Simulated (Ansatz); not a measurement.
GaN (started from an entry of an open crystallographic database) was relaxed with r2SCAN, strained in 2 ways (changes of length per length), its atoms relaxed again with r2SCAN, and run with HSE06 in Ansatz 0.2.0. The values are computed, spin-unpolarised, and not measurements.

Uniaxial -5.29 % along z, other directions held. Input:
```yaml
crystal:
  lattice:
    - [3.1831496006, 0.0, 0.0]
    - [-1.5915748003, 2.7566884182, 0.0]
    - [0.0, 0.0, 4.9094119142]
  atoms:
    - { symbol: Ga, position: [0.3333333333, 0.6666666667, -0.0065506954] }
    - { symbol: Ga, position: [0.6666666667, 0.3333333333, 0.4934493046] }
    - { symbol: "N", position: [0.3333333333, 0.6666666667, 0.3815506954] }
    - { symbol: "N", position: [0.6666666667, 0.3333333333, 0.8815506954] }
kpoints:
  mp_grid: { grid: [6, 6, 4] }
  band_path:
    path:
      - [0.0, 0.0, 0.0]
      - [0.5, 0.0, 0.0]
      - [0.3333333333, 0.3333333333, 0.0]
      - [0.0, 0.0, 0.5]
      - [0.5, 0.0, 0.5]
      - [0.3333333333, 0.3333333333, 0.5]
    npoints: 1
hamiltonian:
  xc: hse06
scf:
  occupations: { method: fixed }
  n_extra_bands: 5
output:
  forces: true
  stress: true
  eigenvalues: true
```

Main results, then levels in eV from the Fermi energy at the points of the path (names of the unstrained zone, bands numbered from 0):
```
Crystal: 4 atoms, lattice volume = 43.080 Å³
Basis set: ecut = 420 eV, 857 PW (Γ)
Symmetry: 12 space group operations
Space group: P63mc (ITA 186)
k-points: 21 of 144 (time reversal used)
Free energy (F): -8336.659909 eV
Fermi energy:    9.920680 eV
--- Forces (eV/Å), atoms counted from 1 ---
  atom   1  Ga      0.00000      0.00000    -0.01482
  atom   2  Ga      0.00000      0.00000    -0.01482
  atom   3  N       0.00000      0.00000      0.01476
  atom   4  N       0.00000      0.00000      0.01476
--- Stress (GPa, compression-positive) ---
        6.785572       0.000000       0.000000
        0.000000       6.785572       0.000000
        0.000000       0.000000      22.033992
  P = ⅓ Tr σ = 11.8684 GPa (118.684 kbar)
```
```tsv
point	band_13	band_14	band_15	band_16	band_17	band_18	band_19	band_20
Γ	-1.618	-1.618	-0.259	-0.259	0.000	3.497	5.316	11.163
M	-5.881	-4.867	-3.591	-2.574	-1.354	5.964	7.252	7.855
K	-5.951	-5.951	-3.540	-3.540	-3.190	6.626	9.821	9.821
A	-4.024	-0.952	-0.952	-0.952	-0.952	5.718	5.718	10.487
L	-7.608	-2.568	-2.568	-1.996	-1.996	5.852	5.852	9.610
H	-7.128	-5.003	-5.003	-1.515	-1.515	8.438	8.438	9.013
```

The HSE06 gap is direct at Γ: 3.50 eV. With the atoms held, the mean pressure is +11.9 GPa (compression positive). The stress of a hybrid is loosely converged here.

Isotropic +3.89 % on every length. These blocks change:
```yaml
crystal:
  lattice:
    - [3.3069741201, 0.0, 0.0]
    - [-1.6534870601, 2.8639235976, 0.0]
    - [0.0, 0.0, 5.3852687547]
  atoms:
    - { symbol: Ga, position: [0.3333333333, 0.6666666667, -0.0010553069] }
    - { symbol: Ga, position: [0.6666666667, 0.3333333333, 0.4989446931] }
    - { symbol: "N", position: [0.3333333333, 0.6666666667, 0.3760553069] }
    - { symbol: "N", position: [0.6666666667, 0.3333333333, 0.8760553069] }
```

```
Crystal: 4 atoms, lattice volume = 51.003 Å³
Basis set: ecut = 420 eV, 1001 PW (Γ)
Symmetry: 12 space group operations
Space group: P63mc (ITA 186)
k-points: 21 of 144 (time reversal used)
Free energy (F): -8336.479144 eV
Fermi energy:    7.341994 eV
--- Forces (eV/Å), atoms counted from 1 ---
  atom   1  Ga      0.00000      0.00000    -0.01257
  atom   2  Ga      0.00000      0.00000    -0.01257
  atom   3  N       0.00000      0.00000      0.01254
  atom   4  N       0.00000      0.00000      0.01254
--- Stress (GPa, compression-positive) ---
      -17.753914       0.000000       0.000000
        0.000000     -17.753914       0.000000
        0.000000       0.000000     -17.982337
  P = ⅓ Tr σ = -17.8301 GPa (-178.301 kbar)
```
```tsv
point	band_13	band_14	band_15	band_16	band_17	band_18	band_19	band_20
Γ	-0.985	-0.985	-0.014	0.000	0.000	2.327	4.882	10.234
M	-5.271	-4.001	-2.579	-2.022	-0.948	5.964	6.240	7.052
K	-5.326	-4.957	-2.803	-2.803	-2.586	6.308	8.537	8.537
A	-3.897	-0.508	-0.508	-0.508	-0.508	4.853	4.853	9.397
L	-6.488	-1.831	-1.831	-1.794	-1.794	5.246	5.246	8.577
H	-6.081	-3.941	-3.941	-1.373	-1.373	7.124	7.124	8.359
```

With HSE06 the gap is 2.33 eV and direct, at Γ. At this geometry HSE06 finds -17.8 GPa, compression counted positive: its own equilibrium volume is smaller. The stress of a hybrid is loosely converged here.

The meshes of the hybrids are coarse, so their gaps aren't converged to the digits shown.
